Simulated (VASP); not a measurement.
Calculation: revPBE GGA, VASP's PBE PAW potentials (set 64) (plane waves; VASP).

VASP ran on this input.

File KPOINTS:
```
k-points along high-symmetry lines
15
Line-mode
Reciprocal
  0.000000   0.000000   0.000000 ! GAMMA
  0.000000   0.500000   0.000000 ! X

  0.000000   0.500000   0.000000 ! X
  0.500000   0.500000   0.000000 ! M

  0.500000   0.500000   0.000000 ! M
  0.000000   0.000000   0.000000 ! GAMMA

  0.000000   0.000000   0.000000 ! GAMMA
  0.500000   0.500000   0.500000 ! R

  0.500000   0.500000   0.500000 ! R
  0.000000   0.500000   0.000000 ! X

  0.500000   0.500000   0.500000 ! R
  0.500000   0.500000   0.000000 ! M
```

### INCAR
```
# general
SYSTEM  = CsCl
PREC    = Accurate
ENCUT   = 520
LREAL   = .FALSE.
LASPH   = .TRUE.
ICHARG  = 11

# electronic loop
EDIFF   = 1E-7
NELM    = 100
ALGO    = Normal
LMAXMIX = 4

# smearing
ISMEAR  = 0
SIGMA   = 0.05

# functional
GGA     = RE

# output
LWAVE   = .FALSE.
LCHARG  = .FALSE.
LORBIT  = 11
```

### POSCAR
```
CsCl
1
    4.3411149253     0.0000000000     0.0000000000
    0.0000000000     4.3411149253     0.0000000000
    0.0000000000     0.0000000000     4.3411149253
Cs Cl
1 1
Direct
  0.0000000000   0.0000000000   0.0000000000
  0.5000000000   0.5000000000   0.5000000000
```

POTCAR, in this order: Cs_sv Cl (PBE.64 set). Program: vasp_std. Read from the step before: CHGCAR.

The run wrote:

**OSZICAR**
```
       N       E                     dE             d eps       ncg     rms          rms(c)
DAV:   1     0.988104386237E+02    0.98810E+02   -0.67235E+03  2160   0.112E+03
DAV:   2     0.179296131728E+01   -0.97017E+02   -0.90058E+02  3276   0.185E+02
DAV:   3    -0.609865798563E+01   -0.78916E+01   -0.78538E+01  2684   0.605E+01
DAV:   4    -0.620130057467E+01   -0.10264E+00   -0.10257E+00  2536   0.819E+00
DAV:   5    -0.620291011872E+01   -0.16095E-02   -0.16092E-02  2688   0.999E-01
DAV:   6    -0.620295653006E+01   -0.46411E-04   -0.46404E-04  2652   0.164E-01
DAV:   7    -0.620295824225E+01   -0.17122E-05   -0.17118E-05  2712   0.282E-02
DAV:   8    -0.620295831400E+01   -0.71758E-07   -0.71753E-07  2612   0.535E-03
   1 F= -.62029583E+01 E0= -.62029583E+01  d E =-.202129E-17
```

OUTCAR:
```
 val. band max:       -0.9118343729   @ k =   0.5000   0.5000   0.0000

 cond. band min:       3.9691580642   @ k =   0.0000   0.0000   0.0000



 k-point     1 :       0.0000    0.0000    0.0000
  band No.  band energies     occupation
      1     -20.6119      2.00000
      2     -12.9112      2.00000
      3      -7.2007      2.00000
      4      -7.2007      2.00000
      5      -7.2007      2.00000
      6      -0.9162      2.00000
      7      -0.9162      2.00000
      8      -0.9162      2.00000
      9       3.9692      0.00000
     10       4.7195      0.00000
     11       4.7195      0.00000
     12       8.5480      0.00000

 k-point     2 :       0.0000    0.0357    0.0000
  band No.  band energies     occupation
      1     -20.6114      2.00000
      2     -12.9112      2.00000
      3      -7.2058      2.00000
      4      -7.1997      2.00000
      5      -7.1997      2.00000
      6      -0.9293      2.00000
      7      -0.9177      2.00000
      8      -0.9177      2.00000
      9       3.9952      0.00000
     10       4.7267      0.00000
     11       4.7434      0.00000
     12       8.5485      0.00000

 k-point     3 :       0.0000    0.0714    0.0000
  band No.  band energies     occupation
      1     -20.6099      2.00000
      2     -12.9114      2.00000
      3      -7.2209      2.00000
      4      -7.1970      2.00000
      5      -7.1970      2.00000
      6      -0.9677      2.00000
      7      -0.9219      2.00000
      8      -0.9219      2.00000
      9       4.0720      0.00000
     10       4.7483      0.00000
     11       4.8145      0.00000
     12       8.5155      0.00000

 k-point     4 :       0.0000    0.1071    0.0000
  band No.  band energies     occupation
      1     -20.6075      2.00000
      2     -12.9117      2.00000
      3      -7.2449      2.00000
      4      -7.1927      2.00000
      5      -7.1927      2.00000
      6      -1.0277      2.00000
      7      -0.9289      2.00000
...
```

The density is held fixed in this step, so its total energy and stress have no physical meaning. Unless said otherwise, spin-orbit coupling is left out, though it shifts the bands of the heavy elements here.

The compound is CsCl in the CsCl type structure. It was relaxed first, which changed the volume by +17 %.
